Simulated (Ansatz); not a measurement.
# BAs (flat sheet): the cost of one run

Method: DFT PBE, scalar-relativistic, plane waves, PAW, in Ansatz 0.2.0.

1 further run of the same task is left out (set aside as unsound or not needed).

## Step 1: The starting structure

The structure is hexagonal, space group P-6m2 (No. 187). The conventional cell has a = 3.384 Å, b = 3.384 Å, c = 23.800 Å, α = 90.00°, β = 90.00°, γ = 120.00°. B (site symmetry -6m2) has 3 As at 1.95 Å as nearest neighbours. As (site symmetry -6m2) has 3 B at 1.95 Å as nearest neighbours.

As a file:

```xyz
2
Lattice="3.3844 0.0000 0.0000 -1.6922 2.9309 0.0000 0.0000 0.0000 23.8000" Properties=species:S:1:pos:R:3 pbc="T T T"
B     0.0000    1.9540    9.0000
As    1.6922    0.9770    9.0000
```

This sheet was relaxed beforehand with the same method; its gap on the mesh is 0.76 eV.

## Step 2: Building the armchair ribbon, N = 5

The ribbon is cut from the relaxed sheet, periodic along c; N counts formula units a period. The edge energy is the mean of both edges over the sheet, -2505.6711 eV an atom.

The cell holds 5 B, 5 As: a = 15.800 Å, b = 9.300 Å, c = 5.862 Å, α = 90.00°, β = 90.00°, γ = 90.00°.

## Step 3: Relaxing it

Pressure and volume refer to the whole cell with its vacuum; only the period along c may change.

File input.yaml:

```yaml
crystal:
  lattice:
    - [15.8, 0.0, 0.0]
    - [0.0, 9.3, 0.0]
    - [0.0, 0.0, 5.8618861675]
  atoms:
    - { symbol: B, position: [0.6071000493, 0.5, 0.3333333333] }
    - { symbol: B, position: [0.7142000985, 0.5, 0.8333333333] }
    - { symbol: B, position: [0.3928999507, 0.5, 0.3333333333] }
    - { symbol: B, position: [0.5, 0.5, 0.8333333333] }
    - { symbol: B, position: [0.2857999015, 0.5, 0.8333333333] }
    - { symbol: As, position: [0.7142000985, 0.5, 0.1666666667] }
    - { symbol: As, position: [0.5, 0.5, 0.1666666667] }
    - { symbol: As, position: [0.6071000493, 0.5, 0.6666666667] }
    - { symbol: As, position: [0.2857999015, 0.5, 0.1666666667] }
    - { symbol: As, position: [0.3928999507, 0.5, 0.6666666667] }
basis:
  ecutwfc: 420
kpoints:
  mp_grid: { grid: [1, 1, 6] }
hamiltonian:
  xc: pbe
scf:
  occupations: { method: gaussian, width: 0.05 }
output:
  forces: true
  stress: true
  eigenvalues: true
  populations: true
  write_density: true
  write_potential: true
  elf: true
  volumetric_format: npy
relax:
  adjacent_minimum: "off"
  f_tol: 0.02
  max_steps: 45
  cell: { fix: [a, b, alpha, beta, gamma], stress_tol: 0.03 }
```

Run with:

```sh
ansatz run input.yaml --threads 4 --pin off --max-ram 9216MiB --backend cpu --events-out ev --progress --plain --runs-dir out
```

Q: Estimate wall time and peak memory on 4 threads of Arm Neoverse V1, shared host.

About 77 s, with a peak of 1.1 GiB.
